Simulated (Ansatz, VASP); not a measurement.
**Two plane-wave programs on Rh**

POSCAR

```
Rh
1.0
    0.0000000000      1.9008071574      1.9008071574
    1.9008071574      0.0000000000      1.9008071574
    1.9008071574      1.9008071574      0.0000000000
Rh
1
Direct
    0.0000000000      0.0000000000      0.0000000000
```

File INCAR.step1:

```
SYSTEM = Rh
ALGO = Normal ; EDIFF = 1E-4
ENCUT = 520 ; GGA = PE
ISMEAR = -1 ; LASPH = .TRUE.
LCHARG = .FALSE. ; LREAL = .FALSE.
LWAVE = .TRUE. ; NBANDS = 14
NELM = 80 ; PREC = Accurate
SIGMA = 1.0
```

Contents of INCAR.step2:

```
SYSTEM = Rh
ALGO = Normal ; EDIFF = 1E-6
ENCUT = 520 ; ISIF = 2
ISMEAR = -1 ; ISTART = 1
LASPH = .TRUE. ; LCHARG = .FALSE.
LMIXTAU = .TRUE. ; LREAL = .FALSE.
LWAVE = .FALSE. ; METAGGA = R2SCAN
NBANDS = 14 ; NELM = 80
PREC = Accurate ; SIGMA = 1.0
```

The input KPOINTS:

```
k-points
0
G
  14 14 14
  0 0 0
```

Input for Ansatz:

```yaml
crystal:
  lattice:
    - [0.0, 1.9008071574, 1.9008071574]
    - [1.9008071574, 0.0, 1.9008071574]
    - [1.9008071574, 1.9008071574, 0.0]
  atoms:
    - { symbol: Rh, position: [0.0, 0.0, 0.0] }
hamiltonian:
  xc: r2scan
  pseudopotentials:
    kind: paw
    azcp:
      Rh: "pseudopotentials/Rh.paw.azcp"
basis:
  ecutwfc: 500
  fft_grid_basis: typed
kpoints:
  mp_grid: { grid: [14, 14, 14], shift: [0, 0, 0] }
magnetization:
  spin_polarized: false
scf:
  occupations: { method: fermi_dirac, width: 1.0 }
  lower_state_search: "off"
output:
  stress: true
  write_density: true
  write_potential: true
  elf: true
  volumetric_format: npy
```

Alike in both runs: task single point; functional r2SCAN; k mesh 14 × 14 × 14; occupations fermi-dirac, width 1 eV; no spin polarisation.

|  | VASP | Ansatz |
| --- | --- | --- |
| version | VASP 6.6.1 | Ansatz 0.2.0 |
| potentials or method | VASP PAW PBE potentials, release 64 (Rh_pv) | plane waves (500 eV) with PAW, scalar-relativistic |
| plane-wave cutoff (eV) | 520 | 500 |
| valence electrons in the cell | 15 | 17 |

|  | VASP | Ansatz | Ansatz less VASP |
| --- | --- | --- | --- |
| pressure (GPa) | 26.1 | 24.7 | -1.41 |

The functional is the same, so the differences come from potentials, cutoffs and numerics. The two sets of potentials don't hold the same shells in valence.

Caveats: the PAW data sets were made with another functional, which shifts forces and pressure a little (VASP).
